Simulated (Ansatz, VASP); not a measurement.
## CdTe: VASP beside Ansatz

```
Cd Te
1.0
     0.00000    3.31035    3.31035
     3.31035    0.00000    3.31035
     3.31035    3.31035    0.00000
Cd Te
1 1
Direct
  0.00000 0.00000 0.00000
  0.25000 0.25000 0.25000
```

Alike in both runs: task single point; functional r2SCAN; k mesh 8 × 8 × 8; occupations gaussian, width 0.02 eV; no spin polarisation.

|  | VASP | Ansatz |
| --- | --- | --- |
| version | VASP 6.6.1 | Ansatz 0.2.0 |
| potentials or method | VASP PAW PBE potentials, release 64 (Cd, Te) | scalar-relativistic, plane waves, PAW |
| plane-wave cutoff (eV) | 520 | 500 |
| valence electrons in the cell | 18 | 36 |

|  | VASP | Ansatz | Ansatz less VASP |
| --- | --- | --- | --- |
| gap on the k mesh at the Fermi level (eV) | 1.07 | 1.07 | +0.008 |
| least direct gap on the mesh (eV) | 1.07 | 1.07 | +0.008 |
| pressure (GPa) | -1.0 | -1.1 | -0.10 |

The two sets of potentials don't hold the same shells in valence.

Caveats: the PAW data sets were made with another functional, which shifts forces and pressure a little (VASP); spin-orbit coupling is left out, which moves the levels of the heavy elements. r2SCAN opens gaps a little over a GGA but as a rule still falls short of measured ones.
